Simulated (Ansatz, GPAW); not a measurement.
# Hf: 3 runs at one level of theory

```
Hf
1.0
     3.19670    0.00000    0.00000
    -1.59835    2.76842    0.00000
     0.00000    0.00000    5.05780
Hf
2
Cartesian
  1.5984 0.9228 3.7934
  0.0000 1.8456 1.2645
```

Alike in all runs: task single point; functional PBE; k mesh 10 × 10 × 5; occupations gaussian, width 0.05 eV; no spin polarisation; no spin-orbit coupling. Pressure is positive in compression and, in plane waves, holds the error of the finite cutoff, which Ansatz's Pulay term estimates and takes out.

| program and potentials | plane-wave cutoff (eV) | notes | pressure (GPa) |
| --- | --- | --- | --- |
| Ansatz, Ansatz PAW | 420 | 26 valence electrons an atom on average; Pulay term of +0.05 GPa included | 0.57 |
| Ansatz, all-electron LAPW, scalar-relativistic | - | - | 0.59 |
| GPAW, GPAW PAW data sets (gpaw-data 1.2.1) | 600 | 12 valence electrons an atom on average | 0.88 |

The pressure spans 0.57 (Ansatz, Ansatz PAW) to 0.88 GPa (GPAW, GPAW PAW data sets (gpaw-data 1.2.1)), with all-electron results at 0.59.

The functional is the same throughout but for its coding, so the spread measures potentials, basis and numerics; runs on potential files found faulty are left out.
